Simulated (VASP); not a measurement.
The system is HfC.

```
Hf C
1.0
     0.00000    2.32500    2.32500
     2.32500    0.00000    2.32500
     2.32500    2.32500    0.00000
Hf C
1 1
Cartesian
  2.3250 2.3250 2.3250
  0.0000 0.0000 0.0000
```

Base run:

```yaml
Program: VASP 6.6.1
Functional: AM05
Potentials_or_basis: VASP PAW PBE potentials, release 64 (Hf_pv, C)
Cutoff: 520 eV
k_mesh: 10 × 10 × 10
Occupations: fermi-dirac, width 0.05 eV
Spin: no spin polarisation
```

Its results: pressure -7.9 GPa.

Problem. The run is repeated on the same cell with these changes: functional from AM05 to revPBE; further incar settings from ALGO = Normal; EDIFF = 1e-07; NBANDS = 14 to ALGO = Normal; EDIFF = 1e-06. What comes out?

Solution. Pressure 2.5 GPa.

Caveats: the PAW data sets were made with another functional, which shifts forces and pressure a little.

Not every run made on this cell is shown here.
